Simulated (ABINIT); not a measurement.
Here is an ABINIT 10.8.3 (patched build) calculation.

Contents of run.abi:

```
ndtset 2

pp_dirpath "./"
pseudos "Zn.GGA_PBE-JTH.xml, S.GGA_PBE-JTH.xml"

acell 3.8212050455 3.8212050455 3.8212050455 Angstrom
rprim
     0.0000000000     0.7071067812     0.7071067812
     0.7071067812     0.0000000000     0.7071067812
     0.7071067812     0.7071067812     0.0000000000
ntypat 2
znucl 30 16
natom 2
typat 1 2
xcart
     4.0530000000     4.0530000000     4.0530000000
     0.0000000000     0.0000000000     0.0000000000 Angstrom

ecut 26.0
pawecutdg 48.0

ixc 7

occopt 3
tsmear 0.05 eV

nstep 100

iomode 3
prtwf 0
prteig 0
prtebands 0
enunit 1
prtden1 1

kptopt1 1
ngkpt1 9 9 9
nshiftk1 1
shiftk1 0.0 0.0 0.0
nband1 13
tolvrs1 1.0e-9

iscf2 -2
getden2 1
nband2 19
nbdbuf2 4
tolwfr2 1.0e-11
kptopt2 -9
ndivsm2 6
prteig2 1
kptbounds2
     0.0000000000     0.0000000000     0.0000000000
     0.5000000000     0.0000000000     0.5000000000
     0.5000000000     0.2500000000     0.7500000000
     0.3750000000     0.3750000000     0.7500000000
     0.0000000000     0.0000000000     0.0000000000
     0.5000000000     0.5000000000     0.5000000000
     0.6250000000     0.2500000000     0.6250000000
     0.5000000000     0.2500000000     0.7500000000
     0.5000000000     0.5000000000     0.5000000000
     0.3750000000     0.3750000000     0.7500000000
```

Potentials or basis: JTH PAW PBE v2.0.

Run with:

```console
$ abinit run.abi > log 2>&1
```

**Question.** Estimate the band gap on the k mesh.

**Answer.** 1.85 eV, direct.

**Question.** Predict the pressure.

**Answer.** -4.5 GPa.

**Question.** Predict the band gap along the path.

**Answer.** 1.85 eV, direct.

Levels at the corners of the path, in eV from the valence-band top:
```tsv
point	band 6	band 7	band 8	band 9	band 10	band 11	band 12	band 13
Γ	-5.97	0.00	0.00	0.00	1.85	6.23	6.23	6.23
X	-5.75	-4.67	-2.26	-2.26	3.18	3.88	10.70	11.75
W	-5.56	-4.69	-2.81	-2.78	5.52	5.89	7.66	8.00
K	-5.61	-4.72	-3.18	-1.84	3.92	5.80	9.16	9.61
Γ	-5.97	0.00	0.00	0.00	1.85	6.23	6.23	6.23
L	-5.76	-5.40	-0.88	-0.88	3.08	6.76	6.76	8.62
U	-5.61	-4.72	-3.18	-1.84	3.92	5.80	9.16	9.61
W	-5.56	-4.69	-2.81	-2.78	5.52	5.89	7.66	8.00
L	-5.76	-5.40	-0.88	-0.88	3.08	6.76	6.76	8.62
K	-5.61	-4.72	-3.18	-1.84	3.92	5.80	9.16	9.61
```

Caveat: the PAW data sets were made with another functional, which shifts forces and pressure a little.

**Measured values to compare with.**

“Electronic, vibrational, and thermodynamic properties of ZnS (zincblende and rocksalt structure)”, 2009, arxiv:0911.5022 quotes, for a bulk crystal of ZnS at 19 K: band gap 3.85 eV (direct).

A measured gap of ZnS is 3.85 eV (direct; 19 K; quoted in “Electronic, vibrational, and thermodynamic properties of ZnS (zincblende and rocksalt structure)”, 2009, arxiv:0911.5022); the calculated 1.85 eV misses it by -2.00 eV. So large a miss can be the level of theory's own, or it may mean another phase, state or a wrong row. The value is that of LDA, without temperature or zero-point motion. Semilocal functionals fall short of measured gaps as a rule.
